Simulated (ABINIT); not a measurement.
Runs of ABINIT 10.8.3 (patched build) on BN. The structure is cubic, space group F-43m (No. 216). The conventional cell has a = 3.626 Å, b = 3.626 Å, c = 3.626 Å, α = 90.00°, β = 90.00°, γ = 90.00°. N (site symmetry -43m) is surrounded by 4 B at 1.57 Å. Around B (site symmetry -43m) lie 4 N at 1.57 Å. The cell is a database's computed one.

| level | potentials or basis | k mesh | cutoff (eV) | smearing | fine-grid cutoff | most SCF steps | gap on the mesh (eV) | pressure (GPa) |
| --- | --- | --- | --- | --- | --- | --- | --- | --- |
| SCAN | JTH PAW PBE v2.0 | 13 × 13 × 13 | 844 | fermi-dirac 0.05 eV | 1442.2 eV | - | (a) | -4.5 |
| LDA | JTH PAW PBE v2.0 | 13 × 13 × 13 | 844 | fermi-dirac 0.05 eV | 1442.2 eV | - | 4.41 | -13.6 |
| HSE06 | PseudoDojo NC SR PBE v0.4.1 standard | 8 × 8 × 8 | 952 | fixed | - | 60 | (b) | -9.0 |
| PBEsol | JTH PAW PBE v2.0 | 13 × 13 × 13 | 844 | fermi-dirac 0.05 eV | 1442.2 eV | - | (c) | -6.2 |
| BLYP | JTH PAW PBE v2.0 | 13 × 13 × 13 | 844 | fermi-dirac 0.05 eV | 1442.2 eV | - | 4.93 | 5.8 |

Alike in all rows: task single point; no spin polarisation; cell as given.

Question: Fill in the values left out.

Answer: (a) 5.01; (b) 5.90; (c) 4.34.

Caveats: the PAW data sets were made with another functional, which shifts forces and pressure a little (some runs); an odd mesh through Γ misses points on the zone boundary, where band edges often lie (some runs); Libxc's HSE differs a little from that of other programs (some runs); the potentials were made for another functional, which shifts forces and pressure (some runs).

Runs at the PBE level aren't shown here.
